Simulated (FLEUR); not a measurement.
Crystal: MnO2.

```
Mn O
1.0
     2.85496    0.00000    0.00000
    -1.42748    2.47246    0.00000
     0.00000    0.00000   10.22174
Mn O
2 4
Direct
  0.00000 0.00000 0.50000
  0.00000 0.00000 0.00000
  0.66667 0.33333 0.40686
  0.66667 0.33333 0.09314
  0.33333 0.66667 0.59314
  0.33333 0.66667 0.90686
```

Measurements of this composition are mostly on another form, of space group No. 136.

Base run:

- Program: FLEUR MaX-R8.1 (later development tree)
- Functional: PBEsol
- Potentials or basis: all-electron
- Basis: FLAPW
- Kmax: 5.19 1/bohr
- k mesh: 11 × 11 × 3
- Occupations: fermi-dirac, width 0.05 eV
- Spin: collinear spin, ferromagnetic start
- Starting moments: [4.0, 4.0, 0.0, 0.0, 0.0, 0.0] μB

Its results: band gap on the k mesh 0.80 eV, indirect (least direct gap 0.85 eV); net moment 6.00 μB per cell; site moments Mn +2.68; O +0.04 μB.

**Question.** The run is repeated on the same cell with these changes: functional from PBEsol to r2SCAN. What comes out?

**Answer.** Band gap on the k mesh 2.02 eV, indirect (least direct gap 2.09 eV); net moment 6.00 μB per cell; site moments Mn +2.79; O +0.01 μB.

r2SCAN gives the wider gap, since meta-GGAs in the generalised Kohn-Sham scheme recover part of the derivative discontinuity.

Caveats: only a ferromagnetic start was run, and an antiferromagnetic order may lie lower in energy; the meta-GGA is that of a development version, with a GGA for the radial functions and cores and without core tails (some runs).

Not every run made on this cell is shown here.
